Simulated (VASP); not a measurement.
# Tl: molecular dynamics with a thermostat

Tl, P6_3/mmc (no. 194), 16 atoms in the cell. PBE, molecular dynamics; PAW potentials Tl (PBE set).

Ensemble: Nose-Hoover chain; Target temperature (K): 1000.

## Input

INCAR:
```
SYSTEM = Tl
GGA = PE
PREC = Normal
ENCUT = 200
EDIFF = 1E-6
NELMIN = 4
NELM = 60
ALGO = Fast
LREAL = Auto
LASPH = .TRUE.
ISMEAR = -1
SIGMA = 0.05
ISYM = 0
LWAVE = .FALSE.
LCHARG = .FALSE.
IBRION = 0
NSW = 60
POTIM = 4.0
TEBEG = 1000
ISIF = 2
RANDOM_SEED = 904538 0 0
MDALGO = 4
NHC_NCHAINS = 3
NHC_PERIOD = 30
KPAR = 2
```

KPOINTS:
```
k-points
0
Monkhorst-Pack
  2 2 1
```

POSCAR:
```
Tl
1.0
    6.9120000000      0.0000000000      0.0000000000
    0.0000000000      5.9859675910      0.0000000000
    0.0000000000      0.0000000000     11.0500000000
Tl
16
Direct
    0.2500000000      0.1666666666      0.3750000000
    0.2500000000      0.1666666666      0.8750000000
    0.7500000000      0.1666666666      0.3750000000
    0.7500000000      0.1666666666      0.8750000000
    0.0000000001      0.6666666666      0.3750000000
    0.0000000001      0.6666666666      0.8750000000
    0.5000000000      0.6666666666      0.3750000000
    0.5000000000      0.6666666666      0.8750000000
    0.0000000000      0.3333333334      0.1250000000
    0.0000000000      0.3333333334      0.6250000000
    0.5000000000      0.3333333334      0.1250000000
    0.5000000000      0.3333333334      0.6250000000
    0.2500000000      0.8333333333      0.1250000000
    0.2500000000      0.8333333333      0.6250000000
    0.7500000000      0.8333333333      0.1250000000
    0.7500000000      0.8333333333      0.6250000000
```

Commands:
```
cat potpaw_PBE.64/Tl/POTCAR > POTCAR
mpirun -np 2 vasp_std > vasp.out
```

## Result

- Mean temperature (K): 823
- Rise of the mean potential energy above the start (meV/atom): 41.2
- Electronic steps per ionic step after the first: 4.7

Course of the run:

| Time (fs) | Temperature (K) | Potential energy less the first (meV/atom) |
|---|---|---|
| 4 | 999 | 0.0 |
| 24 | 973 | 3.1 |
| 40 | 933 | 8.1 |
| 60 | 864 | 17.1 |
| 76 | 799 | 25.9 |
| 96 | 720 | 37.8 |
| 112 | 671 | 46.5 |
| 132 | 646 | 54.9 |
| 148 | 663 | 58.9 |
| 168 | 732 | 60.7 |
| 184 | 814 | 60.8 |
| 204 | 910 | 61.6 |
| 220 | 953 | 64.9 |
| 240 | 944 | 73.7 |

REPORT:
```
MDALGO =   4
           NHC_NCHAINS =   3
            NHC_PERIOD =    30
            NHC_NRESPA =    1
                NHC_NS =  1
               SCALING =       0
                 CNEXP =     9.000   14.000
           RANDOM_SEED =            904538                0                0

   original number of atomic DOF:         45
   number of independent constraints:      0
   number of active DOF:                  45

========================================
         MD step No.       1
========================================

  Atomic velocities initialized by STEP_tb

  >Nose-Hoover_chains
                       xs       vs(fs^-1)
   nhc_s>  -0.16505869E-06  -0.16504153E-06
   nhc_s>  -0.13889371E-03  -0.13889853E-03
   nhc_s>  -0.13888889E-03  -0.13886960E-03

  >Energies
                    E_tot             E_pot             E_kin               EPS                ES
   e_b>   -0.32251970E+02   -0.34188578E+02    0.19366083E+01    0.23936280E-04   -0.24577667E-04

  >Temperature
               T_sim     T_inst
   tmprt>   1000.000    998.812

           RANDOM_SEED =            904538               96                0

[... steps left out ...]

========================================
         MD step No.      60
========================================

  >Nose-Hoover_chains
                       xs       vs(fs^-1)
   nhc_s>  -0.35530716E+00  -0.13717751E-02
   nhc_s>   0.30556550E+00   0.20557759E-01
   nhc_s>  -0.87093750E+00   0.74979785E-02

  >Energies
                    E_tot             E_pot             E_kin               EPS                ES
   e_b>   -0.32255875E+02   -0.33009176E+02    0.18302018E+01    0.34963738E+00   -0.14265388E+01

  >Temperature
               T_sim     T_inst
   tmprt>   1000.000    943.932

           RANDOM_SEED =            904538               96                0
```

OSZICAR:
```
N       E                     dE             d eps       ncg     rms          rms(c)
DAV:   1     0.207736248061E+03    0.20774E+03   -0.65716E+03   132   0.481E+02
DAV:   2    -0.594550735372E+01   -0.21368E+03   -0.20361E+03   150   0.130E+02
DAV:   3    -0.335128982596E+02   -0.27567E+02   -0.26309E+02   176   0.535E+01
DAV:   4    -0.344123039666E+02   -0.89941E+00   -0.88849E+00   158   0.109E+01
DAV:   5    -0.344459459957E+02   -0.33642E-01   -0.33625E-01   208   0.216E+00    0.163E+00
RMM:   6    -0.342827079623E+02    0.16324E+00   -0.31968E-02   132   0.660E-01    0.101E+00
RMM:   7    -0.341861635368E+02    0.96544E-01   -0.12028E-01   132   0.122E+00    0.103E-01
RMM:   8    -0.341881777705E+02   -0.20142E-02   -0.12098E-02   153   0.504E-01    0.638E-02
RMM:   9    -0.341884975738E+02   -0.31980E-03   -0.33779E-03   147   0.212E-01    0.101E-02
RMM:  10    -0.341885837691E+02   -0.86195E-04   -0.38781E-04   159   0.753E-02    0.135E-02
RMM:  11    -0.341885738088E+02    0.99603E-05   -0.29726E-05   138   0.224E-02    0.465E-03
RMM:  12    -0.341885762020E+02   -0.23932E-05   -0.80991E-06   120   0.117E-02    0.203E-03
[... left out ...]
     59 T=   951. E= -.32245121E+02 F= -.33043767E+02 E0= -.33017316E+02  EK= 0.18546E+01 SP= -.14E+01 SK= 0.36E+00
[... last step whole ...]
       N       E                     dE             d eps       ncg     rms          rms(c)
DAV:   1    -0.330091142696E+02    0.34652E-01   -0.19255E-03   248   0.760E-01    0.192E-03
RMM:   2    -0.330091573531E+02   -0.43083E-04   -0.43745E-04   133   0.583E-02    0.726E-04
RMM:   3    -0.330091721510E+02   -0.14798E-04   -0.14155E-04   154   0.316E-02    0.703E-04
RMM:   4    -0.330091754519E+02   -0.33009E-05   -0.32854E-05   112   0.118E-02    0.713E-04
RMM:   5    -0.330091756276E+02   -0.17568E-06   -0.17825E-06    84   0.455E-03
     60 T=   944. E= -.32245981E+02 F= -.33009176E+02 E0= -.32983032E+02  EK= 0.18401E+01 SP= -.14E+01 SK= 0.35E+00
```

Limits: 240 fs of 16 atoms are too short for converged averages.

VASP 6.6.1 took 342 s on 2 cores (Intel Xeon Platinum 8375C @ 2.90GHz (Ice Lake)), a shared host.
